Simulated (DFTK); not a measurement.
Here is a DFTK 0.8.2 calculation.

The input run.jl:

```julia
using DFTK
using PseudoPotentialData
using Unitful, UnitfulAtomic
using LinearAlgebra, Printf
include("save.jl")
disable_threading()

lines     = readlines("POSCAR")
lattice   = austrip(1u"Å") * parse(Float64, lines[2]) * hcat([parse.(Float64, split(l)) for l in lines[3:5]]...)
symbols   = vcat([fill(Symbol(s), parse(Int, n)) for (s, n) in zip(split(lines[6]), split(lines[7]))]...)
positions = [parse.(Float64, split(l)[1:3]) for l in lines[9:8+length(symbols)]]
pseudopotentials = Dict(:Mg => "Mg.upf", :O => "O.upf")
elements = Dict(s => ElementPsp(s, pseudopotentials; rcut=10.0) for s in unique(symbols))
atoms    = [elements[s] for s in symbols]

build_model(lattice, positions; symmetries=true) =
    model_DFT(lattice, atoms, positions;
              functionals=r2SCAN(),
              temperature=austrip(0.05u"eV"),
              smearing=Smearing.FermiDirac(),
              symmetries)
Ecut  = 47.0  # hartree
kgrid = [9, 9, 9]
tol   = 1e-6
to_GPa = ustrip(uconvert(u"GPa", 1u"hartree/bohr^3"))

model = build_model(lattice, positions)
basis = PlaneWaveBasis(model; Ecut, kgrid)
display(basis)
scfres = self_consistent_field(basis;
                               tol,
                               nbandsalg=AdaptiveBands(model; n_bands_converge=13))
display(scfres.energies)
@printf "Fermi level: %.6f eV\n" ustrip(auconvert(u"eV", something(scfres.εF, NaN)))
forces = compute_forces_cart(scfres)
println("Forces (eV/Å)")
for (s, f) in zip(symbols, forces)
    @printf "%-3s %12.6f %12.6f %12.6f\n" s ustrip.(auconvert.(u"eV/Å", f))...
end
stress = compute_stresses_cart(scfres)
println("Stress (GPa)")
display(round.(stress * to_GPa; digits=4))
println("Levels at the first k-point (eV): ", round.(ustrip.(auconvert.(u"eV", scfres.eigenvalues[1][1:scfres.n_bands_converge])); digits=4))
save_scf!(scfres; forces, stress)

points = Dict("G" => [0.0, 0.0, 0.0], "K" => [0.375, 0.375, 0.75], "L" => [0.5, 0.5, 0.5], "U" => [0.625, 0.25, 0.625], "W" => [0.5, 0.25, 0.75], "X" => [0.5, 0.0, 0.5])
segments = [("G", "X", 7), ("X", "W", 4), ("W", "K", 3), ("K", "G", 7), ("G", "L", 6), ("L", "U", 4), ("U", "W", 3), ("W", "L", 5), ("L", "K", 4), ("U", "X", 3)]
kcoords = vcat([[points[a] + t * (points[b] - points[a]) for t in range(0, 1, n)] for (a, b, n) in segments]...)
bands = compute_bands(scfres, ExplicitKpoints(kcoords); n_bands=15, tol=1e-5)
for (k, ε) in zip(bands.basis.kpoints, bands.eigenvalues)
    @printf "%d %8.4f %8.4f %8.4f " k.spin k.coordinate...
    println(join([@sprintf("%9.4f", e) for e in ustrip.(auconvert.(u"eV", ε .- scfres.εF))]))
end
results["band_energies"] = rows(bands.eigenvalues); results["band_kpoints"] = rows(kcoords)
```

POSCAR

```
MgO
1.0
    0.0000000000      2.0970013927      2.0970013927
    2.0970013927      0.0000000000      2.0970013927
    2.0970013927      2.0970013927      0.0000000000
Mg O
1 1
Direct
    0.0000000000      0.0000000000      0.0000000000
    0.5000000000      0.5000000000      0.5000000000
```

Potentials or basis: in-house norm-conserving set (r2SCAN, scalar relativistic).

The run is started by

```console
$ julia --threads=1 run.jl  # save.jl only writes the numbers to a file and isn't shown; printed stress counts tension as positive; times include loading and compiling
```

Problem. Estimate the pressure.

Solution. 1.3 GPa.

Problem. Predict the band gap along the path.

Solution. 5.76 eV, direct.

Problem. What does it give for the band gap on the k mesh?

Solution. 5.76 eV, direct.

Levels at the corners of the path, in eV from the valence-band top:
| point | band 6 | band 7 | band 8 | band 9 | band 10 | band 11 |
| --- | --- | --- | --- | --- | --- | --- |
| Γ | 0.00 | 0.00 | 0.00 | 5.76 | 16.96 | 16.96 |
| X | -4.13 | -1.39 | -1.39 | 10.09 | 11.26 | 14.45 |
| W | -2.99 | -2.99 | -1.79 | 12.81 | 12.81 | 13.56 |
| K | -3.53 | -2.73 | -1.18 | 11.15 | 13.12 | 13.80 |
| Γ | 0.00 | 0.00 | 0.00 | 5.76 | 16.96 | 16.96 |
| L | -4.66 | -0.68 | -0.68 | 8.91 | 13.98 | 17.63 |
| U | -3.53 | -2.73 | -1.18 | 11.15 | 13.12 | 13.80 |
| W | -2.99 | -2.99 | -1.79 | 12.81 | 12.81 | 13.56 |
| L | -4.66 | -0.68 | -0.68 | 8.91 | 13.98 | 17.63 |
| K | -3.53 | -2.73 | -1.18 | 11.15 | 13.12 | 13.80 |
| U | -3.53 | -2.73 | -1.18 | 11.15 | 13.12 | 13.80 |
| X | -4.13 | -1.39 | -1.39 | 10.09 | 11.26 | 14.45 |

Caveat: the program warned that the kinetic-energy density falls under its von Weizsäcker bound, which can give unphysical results.

**Experimental background.**

“Electronic structure of alkaline earth and post-transition metal oxides”, 2009, arxiv:0908.1581 quotes, for a bulk crystal of MgO: band gap 7.83 eV.

Against the measured gap of MgO, 7.83 eV (quoted in “Electronic structure of alkaline earth and post-transition metal oxides”, 2009, arxiv:0908.1581), the calculated 5.76 eV is off by -2.07 eV. The value is that of r2SCAN, without temperature or zero-point motion. The cell is a database's relaxed one, not the measured one, which moves gaps too.
